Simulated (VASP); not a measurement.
# GaN: molecular dynamics with a thermostat

GaN, P6_3mc (no. 186), 8 atoms in the cell. PBE, molecular dynamics; PAW potentials Ga, N (PBE set).

Ensemble: NVT; Target temperature (K): 600.

## Input

INCAR:
```
GGA = PE
PREC = Normal
ENCUT = 400
EDIFF = 1E-5
NELMIN = 4
NELM = 60
ALGO = Normal
LREAL = Auto
LASPH = True
ISMEAR = 0
SIGMA = 0.05
ISYM = 0
LWAVE = False
LCHARG = False
IBRION = 0
NSW = 80
POTIM = 1.0
TEBEG = 600
TEEND = 600
ISIF = 2
MDALGO = 1
ANDERSEN_PROB = 0.05
RANDOM_SEED = 799950 0 0
KPAR = 2
```

KPOINTS:
```
k-points
0
Gamma
  3 2 2
```

POSCAR:
```
GaN
1.0
    3.1800000000      0.0000000000      0.0000000000
    0.0000000000      5.5079215680      0.0000000000
    0.0000000000      0.0000000000      5.1660000000
Ga N
4 4
Direct
    0.5000000000      0.1666666666      0.5000000000
    0.0000000001      0.6666666666      0.5000000000
    0.0000000000      0.3333333333      0.0000000000
    0.4999999999      0.8333333333      0.0000000000
    0.5000000000      0.1666666666      0.8750000000
    0.0000000001      0.6666666666      0.8750000000
    0.0000000000      0.3333333333      0.3750000000
    0.4999999999      0.8333333333      0.3750000000
```

Commands:
```
cat potpaw_PBE.64/Ga/POTCAR potpaw_PBE.64/N/POTCAR > POTCAR
mpirun -np 2 vasp_std > vasp.out
```

## Result

- Mean temperature (K): 455
- Rise of the mean potential energy above the start (meV/atom): 37.7
- Electronic steps per ionic step after the first: 4.2

Course of the run:

| Time (fs) | Temperature (K) | Potential energy less the first (meV/atom) |
|---|---|---|
| 1 | 599 | 0.0 |
| 7 | 382 | 23.4 |
| 13 | 412 | 46.2 |
| 19 | 504 | 40.0 |
| 25 | 410 | 49.5 |
| 31 | 624 | 30.8 |
| 37 | 432 | 38.0 |
| 44 | 277 | 55.6 |
| 50 | 366 | 48.2 |
| 56 | 389 | 30.2 |
| 62 | 483 | 31.4 |
| 68 | 545 | 34.0 |
| 74 | 735 | 38.9 |
| 80 | 328 | 50.2 |

REPORT:
```
MDALGO =   1
         ANDERSEN_PROB =  0.05000000
               SCALING =       0
                 CNEXP =     9.000   14.000
           RANDOM_SEED =            799950                0                0

   original number of atomic DOF:         21
   number of independent constraints:      0
   number of active DOF:                  21

========================================
         MD step No.       1
========================================

  Atomic velocities initialized by STEP_tb

  >Energies
                    E_tot             E_pot             E_kin               EPS                ES
   e_b>   -0.47687028E+02   -0.48229157E+02    0.54212948E+00    0.00000000E+00    0.00000000E+00

  >Temperature
               T_sim     T_inst
   tmprt>    600.000    599.154

  >Thermostat, num. of collisions:                0

           RANDOM_SEED =            799950              102                0

[... steps left out ...]

========================================
         MD step No.      80
========================================

  >Energies
                    E_tot             E_pot             E_kin               EPS                ES
   e_b>   -0.47530381E+02   -0.47827263E+02    0.29688163E+00    0.00000000E+00    0.00000000E+00

  >Temperature
               T_sim     T_inst
   tmprt>    600.000    328.109

  >Thermostat, num. of collisions:                0

           RANDOM_SEED =            799950             5000                0
```

OSZICAR:
```
N       E                     dE             d eps       ncg     rms          rms(c)
DAV:   1     0.130474544679E+03    0.13047E+03   -0.13149E+04   336   0.111E+03
DAV:   2    -0.468994329626E+02   -0.17737E+03   -0.16922E+03   464   0.241E+02
DAV:   3    -0.566188848096E+02   -0.97195E+01   -0.96565E+01   416   0.626E+01
DAV:   4    -0.567637811464E+02   -0.14490E+00   -0.14456E+00   430   0.773E+00
DAV:   5    -0.567671916293E+02   -0.34105E-02   -0.34091E-02   411   0.109E+00    0.189E+01
DAV:   6    -0.484148620126E+02    0.83523E+01   -0.38169E+01   401   0.324E+01    0.780E+00
DAV:   7    -0.483411605510E+02    0.73701E-01   -0.15651E+00   391   0.710E+00    0.444E+00
DAV:   8    -0.482330470565E+02    0.10811E+00   -0.93441E-02   386   0.237E+00    0.774E-01
DAV:   9    -0.482282265261E+02    0.48205E-02   -0.12647E-02   443   0.727E-01    0.220E-01
DAV:  10    -0.482292849350E+02   -0.10584E-02   -0.38241E-03   405   0.335E-01    0.907E-02
DAV:  11    -0.482291585873E+02    0.12635E-03   -0.11488E-03   411   0.181E-01    0.180E-02
DAV:  12    -0.482291572706E+02    0.13167E-05   -0.54599E-05   371   0.488E-02
[... left out ...]
     77 T=   690. E= -.47253112E+02 F= -.47877773E+02 E0= -.47877773E+02  EK= 0.62466E+00 SP= 0.00E+00 SK= 0.00E+00
     79 T=   340. E= -.47530417E+02 F= -.47838458E+02 E0= -.47838458E+02  EK= 0.30804E+00 SP= 0.00E+00 SK= 0.00E+00
[... last step whole ...]
       N       E                     dE             d eps       ncg     rms          rms(c)
DAV:   1    -0.478270711481E+02    0.11385E-01   -0.10025E-02   346   0.133E+00    0.404E-02
DAV:   2    -0.478272719646E+02   -0.20082E-03   -0.20500E-03   386   0.305E-01    0.217E-02
DAV:   3    -0.478272668803E+02    0.50842E-05   -0.24333E-05   347   0.376E-02    0.151E-02
DAV:   4    -0.478272631024E+02    0.37780E-05   -0.23995E-05   316   0.376E-02
     80 T=   328. E= -.47530381E+02 F= -.47827263E+02 E0= -.47827263E+02  EK= 0.29688E+00 SP= 0.00E+00 SK= 0.00E+00
```

Limits: 80 fs of 8 atoms are too short for converged averages; the cell is only 3.2 Å across, so each atom moves in step with near copies of itself.

VASP 6.6.1 took 200 s on 2 cores (Intel Xeon Platinum 8488C (Sapphire Rapids)), a shared host.
